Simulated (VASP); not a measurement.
Wanted: the native input for a VASP 6.6.1 run.

```yaml
Task: relaxation of the atoms
Functional: r2SCAN
Potentials_or_basis: VASP PAW PBE potentials, release 64 (Sr_sv, Ti_sv, O)
Cutoff: 600 eV
k_mesh: 8 × 8 × 8
Occupations: gaussian, width 0.03 eV
Spin: no spin polarisation
Further_INCAR_settings: ALGO = Normal; EDIFF = 1e-07; IBRION = 2; EDIFFG = -0.01; NSW = 40
```

The structure of SrTiO3 (Tausonite) lies in POSCAR:

```
SrTiO3                                  
1.0
    3.8323331605      0.0000000000      0.0000000000
    0.0000000000      3.8323331605      0.0000000000
    0.0000000000      0.0000000000      3.8323331605
  Sr              Ti              O             
     1     1     3
Direct
     0.5000000000000000    0.5000000000000000    0.5000000000000000
     0.0000000000000000    0.0000000000000000    0.0000000000000000
     0.5000000000000000    0.0000000000000000    0.0000000000000000
     0.0000000000000000    0.5000000000000000    0.0000000000000000
     0.0000000000000000    0.0000000000000000    0.5000000000000000
```

The cell isn't the ideal one: a relaxed cell with its volume scaled by 0.94.

One way to write it, as run:

INCAR

```
  PREC = Accurate
  ENCUT = 600
  EDIFF = 1E-7
  ISMEAR = 0
  SIGMA = 0.03
  LREAL = False
  LASPH = True
  NELM = 80
  ALGO = Normal
  ISIF = 2
  LWAVE = False
  LCHARG = False
  METAGGA = R2SCAN
  LMIXTAU = True
  IBRION = 2
  NSW = 40
  EDIFFG = -0.01
```

KPOINTS

```
regular mesh
0
Gamma
  8 8 8
```

Potentials or basis: VASP PAW PBE potentials, release 64 (Sr_sv, Ti_sv, O).

Run with:

```console
$ cat potpaw_PBE.64/Sr_sv/POTCAR potpaw_PBE.64/Ti_sv/POTCAR potpaw_PBE.64/O/POTCAR > POTCAR
$ mpirun -np 1 vasp_std > vasp.out
```

Results of the run:

```json
{"Pressure after relaxing": "13.4 GPa", "Band gap on the k mesh": "2.40 eV, indirect (least direct gap 2.75 eV)"}
```

Caveat: the relaxation stopped at its first step, so nothing moved; the PAW data sets were made with another functional, which shifts forces and pressure a little.

Wall time 3.3 min on 1 thread of Intel(R) Xeon(R) Platinum 8488C (Sapphire Rapids), with other jobs on the host, peak memory 0.23 GiB.
